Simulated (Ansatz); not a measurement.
Cu in Ansatz: convergence with smearing width

The system is Cu.

```xyz
1
Lattice="-0.0044 1.7884 1.8385 1.8229 -0.0175 1.8516 1.7828 1.7614 0.0226" Properties=species:S:1:pos:R:3 pbc="T T T"
Cu    0.0000    0.0000    0.0000
```

```yaml
Program: Ansatz 0.2.0
Task: convergence study
Functional: PBEsol
Potentials_or_basis: Ansatz PAW
Cutoff: "420 eV (not typed: the program's choice for these potentials)"
k_mesh: 9 × 9 × 9
Occupations: fermi-dirac, width 0.3 eV
Spin: no spin polarisation
```

These are the settings of the first run; the series varies smearing width, with any setting tied to it.

Hardware: 2 threads of Arm Neoverse V1 (shared host).

| smearing width | energy less the tightest run, at zero smearing (meV/atom) | pressure (GPa) | SCF cycles | CPU time (s) | peak memory (GiB) |
| --- | --- | --- | --- | --- | --- |
| 0.3 eV | 9.30 | -5.94 | 6 | 3.9 | 0.33 |
| 0.2 eV | 1.58 | -6.27 | 6 | 3.9 | 0.33 |
| 0.15 eV | 0.25 | -6.32 | 6 | 3.9 | 0.33 |
| 0.1 eV | -0.14 | -6.32 | 6 | 4 | 0.33 |
| 0.05 eV | -0.07 | -6.28 | 6 | 4.2 | 0.33 |
| 0.025 eV | -0.03 | -6.25 | 6 | 4 | 0.33 |
| 0.01 eV | -0.01 | -6.24 | 6 | 4.1 | 0.33 |
| 0.005 eV | 0.00 | -6.23 | 6 | 4.1 | 0.33 |

Against the tightest run, the energy stays within 1 meV/atom from 0.15 eV on; the pressure stays within 0.1 GPa from 0.2 eV on. Narrower smearing needs a denser k mesh, so at a fixed mesh the narrowest width isn't the most accurate. The tightest run that finished is the yardstick and may itself not be fully converged.

Caveat, for the tightest run too: the PAW data sets come from PBE, with cores solved anew for the run's functional, which leaves a small shift of forces and pressure.
